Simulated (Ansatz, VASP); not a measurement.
## SiC (Moissanite) in VASP and in Ansatz

```
Si C
1.0
     3.01321    0.00000    0.00000
    -1.50660    2.60951    0.00000
     0.00000    0.00000    4.94495
Si C
2 2
Direct
  0.66667 0.33333 0.50000
  0.33333 0.66667 0.00000
  0.66667 0.33333 0.88500
  0.33333 0.66667 0.38500
```

Alike in both runs: task single point; functional revPBE; dispersion D4; k mesh 10 × 10 × 5; occupations fermi-dirac, width 0.05 eV; no spin polarisation.

```csv
,VASP,Ansatz
version,VASP 6.6.1,Ansatz 0.2.0
potentials or method,"VASP PAW PBE potentials, release 64 (Si, C)",Ansatz PAW
plane-wave cutoff (eV),520,420
valence electrons in the cell,16,16
```

VASP gave:

```
gap on the k mesh at the Fermi level (eV)       : 2.40
least direct gap on the mesh (eV)               : 4.22
pressure (GPa)                                  : 11.6
largest component of the traceless stress (GPa) : 4.86
rms of the force components (eV/Å)              : 0.493
dispersion energy (meV/atom)                    : -682.9
```

Problem. What did Ansatz give for the same quantities?

Solution. gap on the k mesh at the Fermi level (eV): 2.40; least direct gap on the mesh (eV): 4.24; pressure (GPa): 12.1; largest component of the traceless stress (GPa): 4.89; rms of the force components (eV/Å): 0.493; dispersion energy (meV/atom): -683.0.

Atom by atom the forces differ by 0.001 eV/Å (rms over components).

Caveats: the PAW data sets were made with another functional, which shifts forces and pressure a little (VASP); an odd mesh through Γ misses points on the zone boundary, where band edges often lie (VASP); odd divisions of the mesh miss points on the zone boundary, where band edges often lie, so the gap on the mesh can be too wide (Ansatz); the PAW data sets come from PBE, with cores solved anew for the run's functional, which leaves a small shift of forces and pressure (Ansatz). As with any semilocal functional, this revPBE gap is likely too small.
